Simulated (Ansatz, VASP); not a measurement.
**One calculation of ZnS, two programs**

```
CELL_PARAMETERS angstrom
0.00000 2.70465 2.70465
2.70465 0.00000 2.70465
2.70465 2.70465 0.00000
ATOMIC_POSITIONS crystal
Zn 0.02773 0.97227 0.97227
S 0.75000 0.75000 0.75000
```

Alike in both runs: task single point; functional PBEsol; k mesh 10 × 10 × 10; occupations gaussian, width 0.05 eV; no spin polarisation.

|  | VASP | Ansatz |
| --- | --- | --- |
| version | VASP 6.6.1 | Ansatz 0.2.0 |
| potentials or method | VASP PAW PBE potentials, release 64 (Zn, S) | scalar-relativistic, plane waves, PAW |
| plane-wave cutoff (eV) | 520 | 420 |
| valence electrons in the cell | 18 | 18 |

```tsv
	VASP	Ansatz	Ansatz less VASP
gap on the k mesh at the Fermi level (eV)	1.89	1.88	-0.007
least direct gap on the mesh (eV)	1.89	1.88	-0.007
pressure (GPa)	-1.3	-1.4	-0.18
largest component of the traceless stress (GPa)	3.14	3.10	-0.040
rms of the force components (eV/Å)	0.475	0.473	-0.0025
```

Atom by atom the forces differ by 0.002 eV/Å (rms over components).

Caveats: the PAW data sets were made with another functional, which shifts forces and pressure a little (VASP).
